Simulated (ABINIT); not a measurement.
**Sn: single point with PBE**

Sn:

```
CELL_PARAMETERS angstrom
-2.94014 2.94014 1.59930
2.94014 -2.94014 1.59930
2.94014 2.94014 -1.59930
ATOMIC_POSITIONS crystal
Sn 0.00000 0.00000 0.00000
Sn 0.75000 0.25000 0.50000
```

```json
{
  "Program": "ABINIT 10.8.3 (patched build)",
  "Task": "single point",
  "Functional": "PBE",
  "Potentials or basis": "JTH PAW PBE v2.0",
  "Cutoff": "599 eV",
  "k mesh": "9 × 9 × 9",
  "Occupations": "fermi-dirac, width 0.05 eV",
  "Spin": "no spin polarisation"
}
```

```yaml
Pressure: 1.5 GPa
Band_gap_on_the_k_mesh: none (metal or under the smearing width)
Valence_electrons_inside_the_program's_atomic_spheres: Sn 11.89 (radii [1.3287] Å)
```

Stress tensor (GPa, compression positive):
```
1.63 0.00 0.00
0.00 1.63 0.00
0.00 0.00 1.15
```

Levels at points of the mesh, in eV from the Fermi level:
```tsv
k point	band 12	band 13	band 14	band 15	band 16	band 17
(0.00, 0.00, 0.00)	-3.72	-1.95	-1.95	3.00	6.11	6.11
```

Run time: 63 s on 1 thread of Arm Neoverse V2 (shared host), peak memory 0.18 GiB.
